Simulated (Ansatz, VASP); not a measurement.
**C in VASP and in Ansatz**

```
C
1.0
     2.53621    0.00000    0.00000
    -1.26811    2.19642    0.00000
     0.00000    0.00000    4.22358
C
4
Cartesian
  0.0000 1.4643 0.2649
  1.2681 0.7321 2.3767
  0.0000 1.4643 1.8468
  1.2681 0.7321 3.9586
```

Alike in both runs: task single point; functional r2SCAN; k mesh 12 × 12 × 7; occupations fermi-dirac, width 0.05 eV; no spin polarisation.

|  | VASP | Ansatz |
| --- | --- | --- |
| version | VASP 6.6.1 | Ansatz 0.2.0 |
| potentials or method | VASP PAW PBE potentials, release 64 (C) | plane waves (500 eV) with PAW, scalar-relativistic |
| plane-wave cutoff (eV) | 520 | 500 |
| valence electrons in the cell | 16 | 16 |

```csv
,VASP,Ansatz,Ansatz less VASP
gap on the k mesh at the Fermi level (eV),3.69,3.72,+0.031
pressure (GPa),-15.5,-16.5,-0.96
largest component of the traceless stress (GPa),0.14,0.11,-0.031
```

Caveats: so large a pressure means that the cell lies far from this level's equilibrium, or that cutoff or potentials fall short (VASP); the potentials were made for another functional, which shifts forces and pressure (VASP); an odd mesh through Γ misses points on the zone boundary, where band edges often lie.
